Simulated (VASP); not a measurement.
Here is a VASP 6.6.1 calculation.

The input POSCAR:

```
ZnS                                     
1.0
    3.7855642229      0.0000000000      0.0000000000
   -1.8927821114      3.2783947809      0.0000000000
    0.0000000000      0.0000000000      6.2124968648
  Zn              S             
     2     2
Direct
     0.3333333300000021    0.6666666699999979    0.0054117950195689
     0.6666666699999979    0.3333333300000021    0.5054117950195689
     0.3333333300000021    0.6666666699999979    0.3795882049804291
     0.6666666699999979    0.3333333300000021    0.8795882049804291
```

INCAR.step1

```
SYSTEM = ZnS
PREC = Accurate
ENCUT = 520
EDIFF = 1E-5
ISMEAR = 0
SIGMA = 0.03
LREAL = .False.
LASPH = .True.
NELM = 80
ALGO = Normal
ISIF = 2
LWAVE = .True.
LCHARG = .False.
NBANDS = 26
GGA = PE
```

INCAR.step2

```
SYSTEM = ZnS
PREC = Accurate
ENCUT = 520
EDIFF = 1E-6
ISMEAR = 0
SIGMA = 0.03
LREAL = .False.
LASPH = .True.
NELM = 80
ALGO = Normal
ISIF = 2
LWAVE = .False.
LCHARG = .False.
METAGGA = MBJ
NBANDS = 26
ISTART = 1
```

File KPOINTS:

```
regular mesh
0
Gamma
  9 9 5
  0 0 0
```

File KPOINTS_OPT:

```
explicit points
141
Reciprocal
 0.0000000000  0.0000000000  0.0000000000 1
 0.0357142857  0.0000000000  0.0000000000 1
 0.0714285714  0.0000000000  0.0000000000 1
 0.1071428571  0.0000000000  0.0000000000 1
 0.1428571429  0.0000000000  0.0000000000 1
 0.1785714286  0.0000000000  0.0000000000 1
[... 133 lines left out ...]
 0.5000000000  0.0000000000  0.5000000000 1
 0.5000000000  0.0000000000  0.0000000000 1
```

Potentials or basis: VASP PAW PBE potentials, release 64 (Zn, S).

Command:

```sh
$ cat potpaw_PBE.64/Zn/POTCAR potpaw_PBE.64/S/POTCAR > POTCAR
$ cp INCAR.step1 INCAR
$ mpirun -np 1 vasp_std > vasp.out
$ cp INCAR.step2 INCAR
$ mpirun -np 1 vasp_std > vasp.out
```

(1) Estimate the band gap along the path.

(2) What does it give for the band gap on the k mesh?

Answers

(1) 3.86 eV, direct.

(2) 3.86 eV, direct.

**What was measured.**

A printed reference work, monograph reports, for a bulk crystal of ZnS at 4 K: band gap 3.911 eV (direct).

Against the measured gap of ZnS, 3.911 eV (direct; 4 K; a printed reference work, monograph), the calculated 3.86 eV is off by -0.05 eV. The value is that of TB-mBJ, without temperature or zero-point motion.
